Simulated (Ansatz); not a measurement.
**AgCl (Chlorargyrite) in Ansatz: the effect of functional**

Crystal: AgCl (Chlorargyrite).

```
Ag Cl
1.0
     0.00000    2.67917    2.67917
     2.67917    0.00000    2.67917
     2.67917    2.67917    0.00000
Ag Cl
1 1
Direct
  0.00000 0.00000 0.00000
  0.50000 0.50000 0.50000
```

The cell isn't the ideal one: volume scaled by 0.94.

Alike in all runs:

| Quantity | Value |
| --- | --- |
| Program | Ansatz 0.2.0 |
| Task | single point |
| Potentials or basis | Ansatz PAW |
| k mesh | 8 × 8 × 8 |
| Occupations | fermi-dirac, width 0.05 eV |
| Spin | no spin polarisation |

```csv
functional,cutoff,gap on the mesh (eV),pressure (GPa)
LDA,420 eV (not typed: the program's choice for these potentials),?,?
PBEsol,420 eV (not typed: the program's choice for these potentials),0.73,3.2
r2SCAN,500 eV (not typed: the program's choice for these potentials),1.50,6.8
```

**Question.** What does the run with functional LDA give?

**Answer.** gap on the mesh 0.63 eV; pressure -0.2 GPa.

Caveats: the PAW data sets come from PBE, with cores solved anew for the run's functional, which leaves a small shift of forces and pressure.

A k mesh can miss the band edges.

Runs at the PBE level aren't shown here.
